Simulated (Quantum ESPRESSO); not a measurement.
## CoO in Quantum ESPRESSO: the effect of target pressure

The system is CoO.

```
CELL_PARAMETERS angstrom
0.00000 2.13150 2.13150
2.13150 0.00000 2.13150
2.13150 2.13150 0.00000
ATOMIC_POSITIONS crystal
Co 0.00000 0.00000 0.00000
O 0.50000 0.50000 0.50000
```

Alike in all runs:

* Program: Quantum ESPRESSO 7.5
* Task: phonons
* Functional: PBEsol
* Potentials or basis: GBRV 1.5 PBEsol
* Cutoff: 762 eV
* Density cutoff: 6095 eV
* k mesh: 9 × 9 × 9
* Occupations: cold, width 0.2 eV
* Spin: collinear spin, ferromagnetic start
* Starting moments: [2.0, 0.0] μB

Each run relaxes the cell or the atoms first.

```tsv
target pressure	relaxed volume (Å³/atom)	moment (μB)	highest phonon frequency (cm⁻¹)
-3 GPa	9.26	2.94	75
0 GPa	9.11	2.89	119
3 GPa	?	?	?
8 GPa	8.77	2.81	190
15 GPa	8.51	2.73	237
```

Question: What does the run with target pressure 3 GPa give?

Answer: Relaxed volume 8.97 Å³/atom; moment 2.85 μB; highest phonon frequency 151 cm⁻¹.

Worked out: In Murnaghan's law V^(-B') rises as a straight line in P. The other rows fit best with B' = 3.7, V0 = 9.11 Å³/atom and B0 = 193 GPa, which gives 8.98 Å³/atom at 3 GPa, against the run's 8.97. A parabola through the other rows of the moment, of slope -0.0117 μB per GPa there, gives 2.86 μB, against the run's 2.85. A parabola through the other rows of the highest phonon frequency, of slope 10.2 cm⁻¹ per GPa there, gives 147 cm⁻¹, against the run's 151.

Caveats: the mesh is thin for the phonons of a metal; a cell with one magnetic atom can't hold antiferromagnetic order, which such compounds often take; the cell is more than 3 GPa from zero pressure, which shifts response properties (some runs).
